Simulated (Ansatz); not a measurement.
# AgCl (Chlorargyrite): how the settings move a single-point run

Aim: see which settings change the result for AgCl (Chlorargyrite), by how much, and at what cost.

The COD entry's cell or inner coordinates are ideal or old and differ from later refinements, so a difference from it is no clean test against experiment.

Method: reference: DFT, PBEsol, PAW with Ansatz's default frozen-core files, scalar-relativistic; levels and slopes on a fine mesh, independent-particle optical spectra, in Ansatz 0.2.0.

1 further run of the same task is left out (it didn't finish).

## 1. Starting point

It takes space group Fm-3m (No. 225, cubic). Conventional cell: a = 5.448 Å, b = 5.448 Å, c = 5.448 Å, α = 90.00°, β = 90.00°, γ = 90.00°. Ag (site symmetry m-3m) is surrounded by 6 Cl at 2.72 Å. Around Cl (site symmetry m-3m) lie 6 Ag at 2.72 Å.

Coordinates:

```
Ag Cl
1.0
     0.00000    2.72376    2.72376
     2.72376    0.00000    2.72376
     2.72376    2.72376    0.00000
Ag Cl
1 1
Direct
  0.00000 0.00000 0.00000
  0.50000 0.50000 0.50000
```

## 2. Reference

The input, input.yaml:

```yaml
crystal:
  lattice:
    - [0.0, 2.72375716287, 2.72375716287]
    - [2.72375716287, 0.0, 2.72375716287]
    - [2.72375716287, 2.72375716287, 0.0]
  atoms:
    - { symbol: Ag, position: [0.0, 0.0, 0.0] }
    - { symbol: Cl, position: [0.5, 0.5, 0.5] }
kpoints:
  mp_grid: { grid: [8, 8, 8] }
scf:
  occupations: { method: fixed }
hamiltonian:
  xc: pbesol
  pseudopotentials: { kind: paw }
output:
  forces: true
  stress: true
  eigenvalues: true
  eigenstates:
    nscf_kmesh: { grid: [12, 12, 12] }
    de_dk: true
    e_range: [-9, 10.72494438891]
  optics:
    e_range: [0, 25]
    de: 0.2
    sigma: 0.15
    bands: { spectra_wanted_up_to: 25 }
    nscf_kmesh: { grid: [12, 12, 12] }
checkpoint:
  write: ck
  write_wavefunctions: false
```

On the command line:

```sh
> ansatz run input.yaml --threads 1 --pin off --max-ram 3072MiB --backend cpu --events-out ev --progress --plain --runs-dir out
```

## 3. Variant: xc pbe, xc_grid 4

input.yaml: that of step 2 with these lines changed.

```diff
@@ -13,3 +13,3 @@
 hamiltonian:
-  xc: pbesol
+  xc: pbe
   pseudopotentials: { kind: paw }
@@ -32 +32,3 @@
   write_wavefunctions: false
+basis:
+  xc_grid: 4
```

**Question.** What will these runs give? Wanted: for each run, ending; energy change; pressure; gap; force.

The runs gave:

```tsv
run	ending	energy change	pressure (GPa)	gap (eV)	force (eV/Å)	cycles	time
reference	converged	-	0.0	0.72	0.00	-	31 s
1: xc pbe, xc_grid 4	converged	not comparable	4.7	0.90	0.00	9	30 s
```

Residual by cycle in the longest SCF loop of each run; runs are numbered as in the table. The quantity is the density residual dr2, in eV.

```tsv
cycle	reference	run 1
1	0.0271	1.7e-4
2	0.00112	2.1e-5
3	2.1e-4	4.2e-6
4	3.2e-5	8.4e-7
5	5.8e-7	3.7e-8
6	9.3e-9	6.3e-9
7	4.6e-11	2.8e-11
8	4.1e-13	1.5e-11
9	-	2.0e-13
```

**Reading.** After a change of functional the difference of the totals has no physical meaning; the pressure goes from 0.0 to 4.7 GPa and the gap on the mesh goes from 0.72 to 0.90 eV. The numerical grids changed too.

These are semilocal Kohn-Sham gaps, which aren't the measured quantity. Such gaps usually fall short of the measured ones.
